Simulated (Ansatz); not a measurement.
LiCl:

```
Cl Li
1.0
     0.00000    2.56477    2.56477
     2.56477    0.00000    2.56477
     2.56477    2.56477    0.00000
Cl Li
1 1
Direct
  0.50000 0.50000 0.50000
  0.00000 0.00000 0.00000
```

| Quantity | Value |
| --- | --- |
| Program | Ansatz 0.2.0 |
| Task | relaxation of cell and atoms |
| Functional | RPBE |
| Potentials or basis | Ansatz PAW |
| Cutoff | 420 eV (not typed: the program's choice for these potentials) |
| k mesh | 9 × 9 × 9 |
| Occupations | fermi-dirac, width 0.05 eV |
| Spin | no spin polarisation |

At the start: volume 16.87 Å³/atom.

Problem. Where does the relaxation end?

Solution. It ends after 5 steps and the volume is 18.18 Å³/atom (+7.8 %); space group Fm-3m (No. 225, to 0.05 Å).

The path:
```tsv
step	energy change (eV)	largest force (eV/Å)	volume (Å³)
1	0.0000	0.0000	33.74
2	-0.0163	0.0000	35.44
3	-0.0184	0.0000	36.26
4	-0.0184	0.0000	36.36
5	-0.0185	0.0000	36.36
```

Final structure:
```
CELL_PARAMETERS angstrom
0.00000 2.62952 2.62952
2.62952 0.00000 2.62952
2.62952 2.62952 0.00000
ATOMIC_POSITIONS crystal
Cl 0.50000 0.50000 0.50000
Li 0.00000 0.00000 0.00000
```

Caveat: the plane-wave basis is chosen anew once the cell has moved, so the energies of steps on either side of that aren't comparable; the PAW data sets come from PBE, with cores solved anew for the run's functional, which leaves a small shift of forces and pressure.
